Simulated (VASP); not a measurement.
A run of VASP 6.6.1 is set up as follows.

The input INCAR:

```
SYSTEM = Bi
PREC = Accurate
ENCUT = 520
EDIFF = 1E-6
ISMEAR = -1
SIGMA = 0.1
LREAL = .FALSE.
LASPH = .TRUE.
NELM = 100
ALGO = Normal
ISIF = 2
LWAVE = .FALSE.
LCHARG = .FALSE.
GGA = B5
ALDAX = 1.0
AGGAX = 1.0
AGGAC = 1.0
ALDAC = 0.0
NBANDS = 14
```

The input KPOINTS:

```
regular mesh
0
G
  12 12 12
  0 0 0
```

The input POSCAR:

```
Bi
1.0
    0.0000000000      2.6204427901      2.6204427901
    2.6204427901      0.0000000000      2.6204427901
    2.6204427901      2.6204427901      0.0000000000
Bi
1
Direct
    0.0000000000      0.0000000000      0.0000000000
```

Potentials or basis: VASP PAW PBE potentials, release 64 (Bi_d).

Command:

```bash
$ cat potpaw_PBE.64/Bi_d/POTCAR > POTCAR
$ mpirun -np 1 vasp_std > vasp.out
```

Q: Estimate the pressure.

A: -1.5 GPa.

Q: Estimate the band gap on the k mesh.

A: None (metal or under the smearing width).

Caveat: the PAW data sets were made with another functional, which shifts forces and pressure a little; spin-orbit coupling is left out, which moves the levels of the heavy elements.
